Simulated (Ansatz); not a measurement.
Below is the output of a Python script on Ansatz 0.2.0, Python API that makes a convergence test of the k-point mesh of Se, space group R-3m. Write a script that gives it. Level of theory (first run): PBE, PAW, cutoff 420 eV, 4×4×4 k-points, cold smearing of 0.1 eV. The script varies spacing (1/A): 0.9, 0.7, 0.55, 0.45, 0.35.

Input file `POSCAR_se`:
```text
Se
1.0
   1.92500000    1.11139927    0.88166667
  -1.92500000    1.11139927    0.88166667
   0.00000000   -2.22279854    0.88166667
Se
1
Direct
   0.00000000    0.00000000    0.00000000
```

Running `python run_kconv.py` prints:
```text
 spacing (1/A)  F/atom (eV)  iterations  k-points
          0.90  -5465.95276           6        13
          0.70  -5465.88004           6        19
          0.55  -5465.94261           6        32
          0.45  -5465.97331           5        44
          0.35  -5465.83295           5        85
0.9: -119.81 meV/atom
0.7: -47.09 meV/atom
0.55: -109.67 meV/atom
0.45: -140.36 meV/atom
```

The script that was run (others could print the same):

The script, `run_kconv.py`:
```python
"""k-point test for Se."""

import ansatz
from ase.io import read
import pandas as pd

atoms = read("POSCAR_se", format="vasp")
se = ansatz.Crystal.from_ase(atoms)

base = (
    se.calculation()
    .functional(ansatz.Functional.PBE)
    .occupations(ansatz.OccupationsMethod.COLD)
    .pseudopotentials("paw")
    .basis(420)
)

rows = []
for value in [0.9, 0.7, 0.55, 0.45, 0.35]:
    data = base.kpoints(spacing=value).run().report
    rows.append((value, data["free_energy_ev"] / len(data["lattice"]["sites"]), data["n_iterations"], data["n_kpoints"]))

table = pd.DataFrame(rows, columns=["spacing (1/A)", "F/atom (eV)", "iterations", "k-points"])
print(table.round(5).to_string(index=False))

# the last row is the reference
for row in rows[:-1]:
    shift = 1000 * (row[1] - rows[-1][1])
    print(f"{row[0]}: {shift:+.2f} meV/atom" + ("  (within 2 meV)" if abs(shift) < 2 else ""))
```

Notes:
- This isn't the structure that Se takes at ambient conditions.
- Shifts are counted from the finest mesh, which is itself no proven limit.
- Run time: 2.7 s on 1 thread of Arm Neoverse V2 (shared host), peak memory 0.41 GiB.

(Lines on the test bed's own set-up are left out of the output.)
